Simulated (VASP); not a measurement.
Set up this calculation in VASP 6.6.1, as the native input.

```
Task                   : relaxation of cell and atoms
Functional             : PBE
Potentials or basis    : VASP PAW PBE potentials, release 64 (Al, N)
Cutoff                 : 700 eV
k mesh                 : 12 × 12 × 6
Occupations            : gaussian, width 0.02 eV
Spin                   : no spin polarisation
Further INCAR settings : ALGO = Fast; EDIFF = 1e-07; IBRION = 2; EDIFFG = -0.002; NSW = 80; ISIF = 3
```

The structure of AlN lies in POSCAR:

```
AlN
1.0
    3.1130000000      0.0000000000      0.0000000000
   -1.5565000000      2.6959370800      0.0000000000
    0.0000000000      0.0000000000      4.9810000000
Al N
2 2
Direct
    0.3333333300      0.6666666700      0.0000000000
    0.6666666700      0.3333333300      0.5000000000
    0.3333333300      0.6666666700      0.3800000000
    0.6666666700      0.3333333300      0.8800000000
```

One way to write it, as run:

INCAR

```
ALGO = Fast
EDIFF = 1E-7
EDIFFG = -0.002
ENCUT = 700
GGA = PE
IBRION = 2
ISIF = 3
ISMEAR = 0
LASPH = True
LCHARG = False
LREAL = False
LWAVE = False
NELM = 80
NSW = 80
PREC = Accurate
SIGMA = 0.02
```

KPOINTS

```
k-points
0
Gamma
  12 12 6
```

Potentials or basis: VASP PAW PBE potentials, release 64 (Al, N).

Run with:

```bash
$ cat potpaw_PBE.64/Al/POTCAR potpaw_PBE.64/N/POTCAR > POTCAR
$ mpirun -np 1 vasp_std > vasp.out
```

It gave:

```yaml
Relaxed_volume: 10.62 Å³/atom
Relaxed_cell: a = 3.128 Å, b = 3.128 Å, c = 5.015 Å, α = 90.00°, β = 90.00°, γ = 120.00°
Space_group_after_relaxing_to_0.05_Å: P6_3mc (No. 186)
Energy_gained_by_relaxing: 2.1 meV/atom
Ionic_steps: 7
Pressure_after_relaxing: 0.0 GPa
Band_gap_on_the_k_mesh: 4.06 eV, direct
```

Run time: 3.1 min on 1 thread of Intel(R) Xeon(R) Platinum 8259CL CPU @ 2.50GHz (Skylake/Cascade Lake) (shared host), peak memory 0.22 GiB.
